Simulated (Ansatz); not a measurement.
Set up this calculation in Ansatz 0.2.0, as the native input.

| Quantity | Value |
| --- | --- |
| Task | band structure |
| Functional | LDA |
| Potentials or basis | Ansatz PAW |
| Cutoff | 420 eV (not typed: the program's choice for these potentials) |
| k mesh | 8 × 8 × 4 |
| Occupations | fermi-dirac, width 0.05 eV |
| Spin | no spin polarisation |
| Path | [["G", "M", "K", "G", "A", "L", "H", "A"], ["L", "M"], ["K", "H"]] |
| Points for each segment of the path | 14 |

Crystal: MgS.

```
CELL_PARAMETERS angstrom
4.03462 0.00000 0.00000
-2.01731 3.49409 0.00000
0.00000 0.00000 6.43229
ATOMIC_POSITIONS crystal
S 0.66667 0.33333 0.87924
S 0.33333 0.66667 0.37924
Mg 0.33333 0.66667 0.99575
Mg 0.66667 0.33333 0.49575
```

The cell comes from a database or a generator and needn't be the stable form of this composition.

The input as run:

input.yaml

```yaml
crystal:
  lattice:
    - [4.0346224068, 0.0, 0.0]
    - [-2.0173112034, 3.494085499, 0.0]
    - [0.0, 0.0, 6.43229418]
  atoms:
    - { symbol: S, position: [0.6666666667, 0.3333333333, 0.87924415] }
    - { symbol: S, position: [0.3333333333, 0.6666666667, 0.37924415] }
    - { symbol: Mg, position: [0.3333333333, 0.6666666667, 0.99575485] }
    - { symbol: Mg, position: [0.6666666667, 0.3333333333, 0.49575485] }
hamiltonian:
  xc: lda
  pseudopotentials: { kind: paw }
kpoints:
  mp_grid: { grid: [8, 8, 4] }
  band_path:
    path:
      - [[0.0, 0.0, 0.0], [0.5, 0.0, 0.0], [0.3333333333, 0.3333333333, 0.0], [0.0, 0.0, 0.0], [0.0, 0.0, 0.5], [0.5, 0.0, 0.5], [0.3333333333, 0.3333333333, 0.5], [0.0, 0.0, 0.5]]
      - [[0.5, 0.0, 0.5], [0.5, 0.0, 0.0]]
      - [[0.3333333333, 0.3333333333, 0.0], [0.3333333333, 0.3333333333, 0.5]]
    npoints: 14
scf:
  occupations: { method: fermi_dirac, width: 0.05 }
  n_extra_bands: 10
output:
  forces: true
  stress: true
  eigenvalues: true
  fatbands: true
```

Potentials or basis: Ansatz PAW.

Launch:

```console
$ ansatz run input.yaml --threads 2 --pin off --max-ram 5632MiB --backend cpu --events-out ev --progress --plain --runs-dir out
```

It gave:

* Pressure: -2.1 GPa
* Largest force: 0.052 eV/Å
* Band gap on the k mesh: 3.15 eV, direct
* Band gap along the path: 3.15 eV, direct

Caveat: the PAW data sets come from PBE, with cores solved anew for the run's functional, which leaves a small shift of forces and pressure.

Run time: 23 s on 2 threads of Intel(R) Xeon(R) Processor @ 2.50GHz (Skylake/Cascade Lake), on a shared host, peak memory 0.42 GiB.
